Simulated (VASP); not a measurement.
Here is a VASP 6.6.1 calculation.

The input INCAR:

```
SYSTEM = CdTe
AGGAC = 1.0
AGGAX = 1.0
ALDAC = 0.0
ALDAX = 1.0
ALGO = Normal
EDIFF = 1E-7
ENCUT = 520
GGA = B5
ISIF = 2
ISMEAR = -1
LASPH = .True.
LCHARG = .True.
LELF = .True.
LREAL = .False.
LVHAR = .True.
LWAVE = .False.
NBANDS = 16
NELM = 60
PREC = Accurate
SIGMA = 0.05
```

KPOINTS

```
k-points
0
Gamma
  7 7 7
  0 0 0
```

POSCAR

```
CdTe
1.0
    0.0000000000      3.1834892848      3.1834892848
    3.1834892848      0.0000000000      3.1834892848
    3.1834892848      3.1834892848      0.0000000000
Te Cd
1 1
Direct
    0.7500000000      0.7500000000      0.7500000000
    0.0000000000      0.0000000000      0.0000000000
```

Potentials or basis: VASP PAW PBE potentials, release 64 (Te, Cd).

Launch:

```console
$ cat potpaw_PBE.64/Te/POTCAR potpaw_PBE.64/Cd/POTCAR > POTCAR
$ mpirun -np 1 vasp_std > vasp.out
```

Question: Estimate the band gap on the k mesh.

Answer: 0.89 eV, direct.

Question: Estimate the pressure.

Answer: 8.5 GPa.

Caveat: the PAW data sets were made with another functional, which shifts forces and pressure a little; spin-orbit coupling is left out, which moves the levels of the heavy elements.

**What was measured.**

A printed reference work, data compilation reports, for a bulk crystal of CdTe at 0 K: band gap 1.607 eV.

Measured gap of CdTe: 1.607 eV (0 K; a printed reference work, data compilation). This calculation gives 0.89 eV (-0.72 eV). Spin-orbit coupling on Cd, Te is left out. The value is that of BLYP, without temperature or zero-point motion. Semilocal functionals fall short of measured gaps as a rule.
